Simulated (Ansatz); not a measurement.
# AlGaN2: a single-point run

Wanted: a converged single-point run for AlGaN2, and a check of what comes out. The structure is shown as the input types it. The cell is built on a prototype (ordering on rocksalt) and needn't be the phase found in nature.

Program: Ansatz 0.2.0. Level of theory: density functional or hybrid calculation with the settings of its input, plane waves (as first typed). These are calculated values, not measurements.

3 further runs of the same task are left out: 1 for a known fault of the program, 2 that didn't finish.

### Step 1. The system as given

Symmetry: P4/mmm, No. 123, tetragonal system. Conventional cell: a = 2.923 Å, b = 2.923 Å, c = 4.137 Å, α = 90.00°, β = 90.00°, γ = 90.00°. Al (site symmetry 4/mmm) has 6 N at 2.07 Å as nearest neighbours. N (site symmetry 4/mmm) is surrounded by 4 Ga at 2.07 Å and 2 Al at 2.07 Å. Ga (site symmetry 4/mmm) has 6 N at 2.07 Å as nearest neighbours. N (site symmetry 4/mmm) is surrounded by 4 Al at 2.07 Å and 2 Ga at 2.07 Å.

Coordinates:

```cif
data_structure
_symmetry_space_group_name_H-M 'P4/mmm'
_symmetry_Int_Tables_number 123
_cell_length_a 2.9226
_cell_length_b 2.9226
_cell_length_c 4.1372
_cell_angle_alpha 90.000
_cell_angle_beta 90.000
_cell_angle_gamma 90.000
_cell_volume 35.34
loop_
_atom_site_label
_atom_site_type_symbol
_atom_site_symmetry_multiplicity
_atom_site_Wyckoff_symbol
_atom_site_fract_x
_atom_site_fract_y
_atom_site_fract_z
_atom_site_occupancy
Al1 Al 1 a 0.00000 0.00000 0.00000 1
N1 N 1 b 0.00000 0.00000 0.50000 1
Ga1 Ga 1 d 0.50000 0.50000 0.50000 1
N2 N 1 c 0.50000 0.50000 0.00000 1
```

### Step 2. The run

The input, input.yaml:

```yaml
crystal:
  lattice:
    - [2.9225650159, 0.0, 0.0]
    - [0.0, 2.9225650159, 0.0]
    - [0.0, 0.0, 4.1372293906]
  atoms:
    - { symbol: Al, position: [0.0, 0.0, 0.0] }
    - { symbol: "N", position: [0.0, 0.0, 0.5] }
    - { symbol: Ga, position: [0.5, 0.5, 0.5] }
    - { symbol: "N", position: [0.5, 0.5, 0.0] }
kpoints:
  mp_grid: { grid: [6, 6, 4] }
hamiltonian:
  xc: pbe
scf:
  occupations: { method: cold, width: 4 }
  n_extra_bands: 5
output:
  forces: true
  stress: true
  eigenvalues: true
```

Started as:

```
$ ansatz run input.yaml --threads 4 --pin off --max-ram 3686MiB --backend cpu --events-out ev --progress --plain --runs-dir out
```

What happens when this is run?

The run converged and reported no error. That alone doesn't make the input a sound one.

The suspect setting: scf.occupations.method is cold; scf.occupations.width is 4. A smearing of this width stands for electrons at many thousands of kelvin; it empties bonding states and fills antibonding ones.

Run again and compare: delete scf.occupations.width (the default then holds) and set scf.occupations.method to fixed.
